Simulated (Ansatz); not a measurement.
# Si: the band gap up the ladder of functionals

One table from this session's results is given with a row withheld; the runs are named, their logs left out.

Code: Ansatz 0.2.0. PAW datasets, plane waves. (Simulation; spin polarisation is off.)

### The system as given

The cell was relaxed beforehand with r2SCAN.

The symmetry is P6_3/mmc (No. 194, hexagonal); conventional cell a = 3.832 Å, c = 6.341 Å, 20.16 Å³ an atom. Si has 4 Si at 2.35–2.37 Å.

Structure file:

```cif
data_structure
_symmetry_space_group_name_H-M 'P6_3/mmc'
_symmetry_Int_Tables_number 194
_cell_length_a 3.8321
_cell_length_b 3.8321
_cell_length_c 6.3412
_cell_angle_alpha 90.000
_cell_angle_beta 90.000
_cell_angle_gamma 120.000
_cell_volume 80.65
loop_
_atom_site_label
_atom_site_type_symbol
_atom_site_symmetry_multiplicity
_atom_site_Wyckoff_symbol
_atom_site_fract_x
_atom_site_fract_y
_atom_site_fract_z
_atom_site_occupancy
Si1 Si 4 f 0.33333 0.66667 0.06306 1
```

The first run:

File input.yaml:

```yaml
crystal:
  lattice:
    - [3.8321168178, 0.0, 0.0]
    - [-1.9160584089, 3.3187105145, 0.0]
    - [0.0, 0.0, 6.3412384215]
  atoms:
    - { symbol: Si, position: [0.3333333333, 0.6666666667, 0.063061242] }
    - { symbol: Si, position: [0.6666666667, 0.3333333333, 0.563061242] }
    - { symbol: Si, position: [0.3333333333, 0.6666666667, 0.436938758] }
    - { symbol: Si, position: [0.6666666667, 0.3333333333, 0.936938758] }
kpoints:
  mp_grid: { grid: [12, 12, 4] }
  band_path:
    path:
      - [[0.0, 0.0, 0.0], [0.5, -1.254170047338e-17, -7.755186711786e-35], [0.3333333333333, 0.3333333333333, -8.954918271331e-35], [0.0, 0.0, 0.0], [-9.45972895635e-52, -1.744052826273e-52, 0.5], [0.5, -1.254170047338e-17, 0.5], [0.3333333333333, 0.3333333333333, 0.5], [-9.45972895635e-52, -1.744052826273e-52, 0.5]]
      - [[0.5, -1.254170047338e-17, 0.5], [0.5, -1.254170047338e-17, -7.755186711786e-35]]
      - [[0.3333333333333, 0.3333333333333, 0.5], [0.3333333333333, 0.3333333333333, -8.954918271331e-35]]
    npoints: 10
hamiltonian:
  xc: pbe
scf:
  occupations: { method: fermi_dirac, width: 0.02 }
  n_extra_bands: 5
output:
  forces: true
  stress: true
  eigenvalues: true
```

Command:

```sh
ansatz run input.yaml --threads 2 --pin off --max-ram 2211MiB --backend cpu --events-out ev --progress --plain --runs-dir out
```

Among the steps run: Band structure with PBE; r2SCAN at the same geometry; Single point with HSE06; Single point with PBE0; Single point with LDA; G0W0 on PBE; One-shot GW from PBE; DDH-PBE0; LC-ωPBE; r2SCANh at the same geometry.

One table of the session follows, with a row left open; its other results are not shown here.

```
                     level  gap (eV)
                       PBE         ?
                    r2SCAN      0.61
                     HSE06      0.97
                      PBE0      1.63
                       LDA      0.32
G0W0@PBE (240 empty bands)      0.87
G0W0@PBE (597 empty bands)      0.94
                  DDH-PBE0      0.78
                   LC-ωPBE      5.13
                   r2SCANh      1.04
```

Estimate the missing values for PBE.

The run gave: gap (eV): 0.43. In the column «gap (eV)» it lies between LDA (0.32) and r2SCAN (0.61).

Meshes: PBE 12×12×4, r2SCAN 12×12×4, HSE06 6×6×4, PBE0 6×6×4, LDA 12×12×4, DDH-PBE0 6×6×4, LC-ωPBE 6×6×4, r2SCANh 6×6×4.

What this shows: LDA gives the least gap, 0.32 eV, and LC-ωPBE the largest, 5.13 eV. Against G0W0@PBE, PBE is short by 0.51 eV, at 45 % of it, and r2SCAN 65 %. PBE0 lies 0.66 eV above HSE06, which differs from it by screening the long-range exchange. No extrapolation in bands, cutoff or mesh was made for G0W0.

To keep in mind: Warnings in the runs' records: stress exchange threshold loose, stress scf threshold loose.
